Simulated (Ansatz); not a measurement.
Molecular dynamics on a 2×2×2 supercell (16 atoms) of AlP (zincblende), relaxed with r2SCAN. Forces come from r2SCAN in Ansatz 0.2.0: constant energy and volume (NVE), velocities drawn at 600 K, steps of 1.5 fs. Computed, non-magnetic; the trajectory is short and the cell small, so nothing here is a converged average.

```yaml
crystal:
  lattice:
    - [0.0, 5.4785144186, 5.4785144186]
    - [5.4785144186, 0.0, 5.4785144186]
    - [5.4785144186, 5.4785144186, 0.0]
  atoms:
    - { symbol: Al, position: [0.0, 0.0, 0.0] }
    - { symbol: P, position: [0.125, 0.125, 0.125] }
    - { symbol: Al, position: [0.0, 0.0, 0.5] }
    - { symbol: P, position: [0.125, 0.125, 0.625] }
    - { symbol: Al, position: [0.0, 0.5, 0.0] }
    - { symbol: P, position: [0.125, 0.625, 0.125] }
    - { symbol: Al, position: [0.0, 0.5, 0.5] }
    - { symbol: P, position: [0.125, 0.625, 0.625] }
    - { symbol: Al, position: [0.5, 0.0, 0.0] }
    - { symbol: P, position: [0.625, 0.125, 0.125] }
    - { symbol: Al, position: [0.5, 0.0, 0.5] }
    - { symbol: P, position: [0.625, 0.125, 0.625] }
    - { symbol: Al, position: [0.5, 0.5, 0.0] }
    - { symbol: P, position: [0.625, 0.625, 0.125] }
    - { symbol: Al, position: [0.5, 0.5, 0.5] }
    - { symbol: P, position: [0.625, 0.625, 0.625] }
kpoints:
  mp_grid: { grid: [2, 2, 2] }
hamiltonian:
  xc: r2scan
scf:
  occupations: { method: fermi_dirac, width: 0.052 }
md:
  ensemble: nve
  temperature: 600
  timestep: 1.5
  n_steps: 30
  initial_velocities: maxwell_boltzmann
  seed: 819
```

Run as `ansatz run input.yaml --threads 4 --pin off --max-ram 3686MiB --backend cpu --events-out ev --progress --plain --runs-dir out`.

| step | t (fs) | T (K) | free energy F from step 0 (meV/atom) | kinetic energy (meV/atom) | largest force (eV/Å) |
| --- | --- | --- | --- | --- | --- |
| 0 | 0 | 600 | 0.0 | 72.7 | 0.00 |
| 1 | 1.5 | 595 | 0.6 | 72.1 | 0.25 |
| 2 | 3 | 579 | 2.5 | 70.2 | 0.50 |
| 3 | 4.5 | 554 | 5.6 | 67.1 | 0.75 |
| 4 | 6 | 521 | 9.6 | 63.1 | 0.98 |
| 5 | 7.5 | 481 | 14.5 | 58.2 | 1.20 |
| 6 | 9 | 436 | 20.0 | 52.8 | 1.41 |
| 7 | 10.5 | 388 | 25.7 | 47.1 | 1.60 |
| 8 | 12 | 341 | 31.5 | 41.3 | 1.77 |
| 9 | 13.5 | 296 | 37.0 | 35.8 | 1.92 |
| 10 | 15 | 255 | 42.0 | 30.9 | 2.03 |
| 11 | 16.5 | 220 | 46.2 | 26.6 | 2.12 |
| 12 | 18 | 192 | 49.5 | 23.3 | 2.18 |
| 13 | 19.5 | 174 | 51.8 | 21.0 | 2.21 |
| 14 | 21 | 164 | 53.0 | 19.9 | 2.21 |
| 15 | 22.5 | 163 | 53.1 | 19.8 | 2.19 |
| 16 | 24 | 171 | 52.1 | 20.7 | 2.14 |
| 17 | 25.5 | 187 | 50.2 | 22.6 | 2.07 |
| 18 | 27 | 208 | 47.6 | 25.2 | 1.99 |
| 19 | 28.5 | 234 | 44.4 | 28.4 | 1.89 |
| 20 | 30 | 264 | 40.9 | 31.9 | 1.78 |
| 21 | 31.5 | 294 | 37.2 | 35.6 | 1.66 |
| 22 | 33 | 324 | 33.5 | 39.2 | 1.53 |
| 23 | 34.5 | 351 | 30.2 | 42.6 | 1.40 |
| 24 | 36 | 375 | 27.3 | 45.5 | 1.26 |
| 25 | 37.5 | 394 | 25.0 | 47.7 | 1.13 |
| 26 | 39 | 407 | 23.5 | 49.3 | 0.99 |
| 27 | 40.5 | 413 | 22.7 | 50.0 | 0.85 |
| 28 | 42 | 412 | 22.8 | 49.9 | 0.72 |
| 29 | 43.5 | 404 | 23.8 | 49.0 | 0.80 |
| 30 | 45 | 389 | 25.5 | 47.2 | 0.88 |

The temperature starts at 600 K, is lowest at step 15 (163 K, 22.5 fs) and ends at 389 K. The atoms start on their lattice sites with kinetic energy alone, so much of it first passes into potential energy. The conserved energy stays within 0.15 meV an atom. By the last step the atoms have moved 0.15 Å in the root mean square, the drift of the whole cell taken out, 0.22 Å at most.

Positions (Å) and forces (eV/Å) at step 30:
```
Al   0.033   0.003   0.098     0.379  -0.142  -0.781
P    1.427   1.413   1.364    -0.227  -0.116   0.177
Al   2.727   2.816  -0.020     0.250  -0.503  -0.473
P    4.184   4.038   1.375    -0.032  -0.080  -0.054
Al   2.577  -0.077   2.838     0.336   0.225  -0.101
P    4.110   1.233   4.128    -0.374   0.364  -0.006
Al   5.461   2.594   2.716     0.270  -0.037   0.412
P    6.653   4.057   4.187     0.228   0.268  -0.043
Al  -0.006   2.861   2.574     0.034  -0.231   0.482
P    1.364   4.137   4.029     0.171   0.036   0.477
Al   2.907   5.409   2.758    -0.408   0.495   0.391
P    4.194   6.967   4.032    -0.276  -0.199   0.535
Al   2.733   2.735   5.405     0.000  -0.038  -0.129
P    3.980   4.195   6.815     0.071  -0.062  -0.028
Al   5.440   5.605   5.594    -0.028  -0.146  -0.680
P    6.998   6.806   6.898    -0.393   0.168  -0.180
```
